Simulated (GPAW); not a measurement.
Runs of GPAW 26.7.0 on Sn. It takes space group Fd-3m (No. 227, cubic). Conventional cell: a = 6.467 Å, b = 6.467 Å, c = 6.467 Å, α = 90.00°, β = 90.00°, γ = 90.00°. Sn (site symmetry -43m) is surrounded by 4 Sn at 2.80 Å. This isn't the form of Sn at room conditions, which is tetragonal (white tin).

```csv
task,level,potentials or basis,cell,optimizer,fmax,max steps,convergence,band path,gap on the mesh (eV),pressure (GPa),relaxed volume (Å³/atom)
relaxation of cell and atoms,PBE+D4,"GPAW PAW data sets (gpaw-data 1.2.1), pw",relaxed,LBFGS,0.02 eV/Å,40,density=1e-05 forces=0.0001,-,none,0.1,35.09
band structure,RPBE,"the program's PAW data sets (release 1.2.1) made for this functional, pw",as given,-,-,-,-,"GXWKGLUWLK,UX",-,5.0,-
relaxation of cell and atoms,BLYP+D4,"PAW data sets generated in the run's folder for this functional, pw",relaxed to 5 GPa,BFGS,0.02 eV/Å,100,density=1e-05 forces=0.0001,-,none,5.0,-
relaxation of cell and atoms,PBEsol+D4,"PAW data sets generated in the run's folder for this functional, pw",relaxed,BFGS,0.01 eV/Å,60,density=1e-05 forces=0.0001,-,none,0.0,34.08
band structure,revPBE,"the program's PAW data sets (release 1.2.1) made for this functional, pw",as given,-,-,-,-,"GXWKGLUWLK,UX",-,(a),-
```

Alike in all rows: no spin polarisation; k mesh 7 × 7 × 7; cutoff (eV) 600; smearing fermi-dirac 0.05 eV.

Question: Fill in the values left out.

Answer: (a) 4.6.

Caveats: later steps reuse the first step's grids (some runs); pairwise dispersion overbinds metals, which lowers pressure and volume (some runs); spin-orbit coupling is left out, which moves the levels of the heavy elements (some runs).

A k mesh can miss the band edges, and the runs leave out spin-orbit coupling on Sn.

A gap of «none» marks a metal or a gap under the smearing width.
